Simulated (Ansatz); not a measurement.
Crystal: CuO.

```
Cu O
1.0
     1.99097   -2.15355    0.00000
     1.99097    2.15355    0.00000
     0.00000    0.00000    5.15593
Cu O
2 2
Direct
  0.50000 0.00000 0.00000
  0.00000 0.50000 0.50000
  0.50000 0.50000 0.25000
  0.50000 0.50000 0.75000
```

Measurements of this composition are mostly on another form, of space group No. 15.

```yaml
Program: Ansatz 0.2.0
Task: relaxation of cell and atoms
Functional: BLYP
Dispersion: D3(BJ)
Potentials_or_basis: Ansatz PAW
Cutoff: "420 eV (not typed: the program's choice for these potentials)"
k_mesh: 9 × 9 × 5
Occupations: fermi-dirac, width 0.05 eV
Spin: no spin polarisation
```

At the start: volume 11.05 Å³/atom.

Problem. How do energy, volume and symmetry change on relaxing?

Solution. It ends after 10 steps and the volume is 10.98 Å³/atom (-0.7 %); space group P4_2/mmc (No. 131, to 0.05 Å).

Step by step:
| step | energy change (eV) | largest force (eV/Å) | volume (Å³) |
| --- | --- | --- | --- |
| 1 | 0.0000 | 0.0000 | 44.21 |
| 2 | -0.0042 | 0.0000 | 44.03 |
| 3 | -0.0076 | 0.0000 | 43.84 |
| 4 | -0.0077 | 0.0000 | 43.90 |
| 5 | -0.0075 | 0.0000 | 43.90 |
| 6 | -0.0081 | 0.0000 | 43.90 |
| 7 | -0.0081 | 0.0000 | 43.90 |
| 8 | -0.0083 | 0.0000 | 43.90 |
| 9 | -0.0084 | 0.0000 | 43.91 |
| 10 | -0.0084 | 0.0000 | 43.91 |

Final structure:
```
CELL_PARAMETERS angstrom
2.05446 -2.06365 0.00000
2.05446 2.06365 0.00000
0.00000 0.00000 5.17785
ATOMIC_POSITIONS crystal
Cu 0.50000 0.00000 0.00000
Cu 0.00000 0.50000 0.50000
O 0.50000 0.50000 0.25000
O 0.50000 0.50000 0.75000
```

Caveat: the plane-wave basis is chosen anew once the cell has moved, so the energies of steps on either side of that aren't comparable; the pressure holds a Pulay correction of +0.8 GPa for the finite cutoff; the run has no spin polarisation, though such a crystal can be magnetic; pairwise dispersion overbinds metals, which lowers pressure and volume; the PAW data sets come from PBE, with cores solved anew for the run's functional, which leaves a small shift of forces and pressure.
